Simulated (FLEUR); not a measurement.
FeO (Wuestite): single point with PBE

Crystal: FeO (Wuestite).

```
CELL_PARAMETERS angstrom
1.51882 0.87689 2.51958
-1.51882 0.87689 2.51958
0.00000 -1.75378 2.51958
ATOMIC_POSITIONS crystal
Fe 0.00000 0.00000 0.00000
O 0.50000 0.50000 0.50000
```

```yaml
Program: FLEUR MaX-R8.1 (later development tree)
Task: single point
Functional: PBE
Potentials_or_basis: all-electron
Basis: FLAPW
Kmax: 4.71 1/bohr
k_mesh: 11 × 11 × 11
Occupations: fermi-dirac, width 0.05 eV
Spin: collinear spin, ferromagnetic start
Starting_moments: "[4.5, 0.0] μB"
Gmax: 14.6 1/bohr
Muffin-tin_radii: Fe 2.08, O 1.59 bohr
lmax: Fe 9, O 8
lnonsphr: Fe 9, O 8
Local_orbitals_a_species: Fe 5, O 3
Max_iterations: 60
Mixing_factor: 0.05
Mixer: Anderson
Mixer_history: 15
Density_convergence: 1e-05 me/bohr^3
```

```
Band gap on the k mesh                                : none (metal or under the smearing width)
Net moment                                            : 4.00 μB per cell
Site moments                                          : Fe +3.58; O +0.30 μB
Valence electrons inside the program's atomic spheres : Fe 14.06; O 5.11 (radii Fe 2.08, O 1.59 bohr)
```

Levels at points of the mesh, in eV from the Fermi level:
Spin up:
```csv
k point,band 9,band 10,band 11,band 12,band 13,band 14,band 15,band 16,band 17,band 18
"(0.00, 0.00, 0.00)",-3.85,-3.83,-3.83,-3.68,-3.68,-0.03,15.19,16.62,17.03,17.03
```
Spin down:
```tsv
k point	band 6	band 7	band 8	band 9	band 10	band 11	band 12	band 13
(0.00, 0.00, 0.00)	-3.39	-3.29	-3.29	-0.79	-0.70	-0.70	0.22	0.22
```

Core levels (eV from the Fermi level):
```tsv
atom	levels
1 Fe	1s1/2 -6991.2, 2s1/2 -813.9, 2p1/2 -700.8, 2p3/2 -688.3
2 O	1s1/2 -507.2
```

It took 4.9 min on 1 thread of AMD EPYC 9R45 96-Core Processor (Zen 5) (shared host), peak memory 0.09 GiB.

Caveat: a cell with one magnetic atom can't hold antiferromagnetic order, which such compounds often take; semilocal functionals often make such compounds metallic where correlation or magnetic order opens a gap, which also shifts bond lengths. With open d or f shells a metallic result of PBE can be an artefact of self-interaction; +U or a hybrid may open a gap.
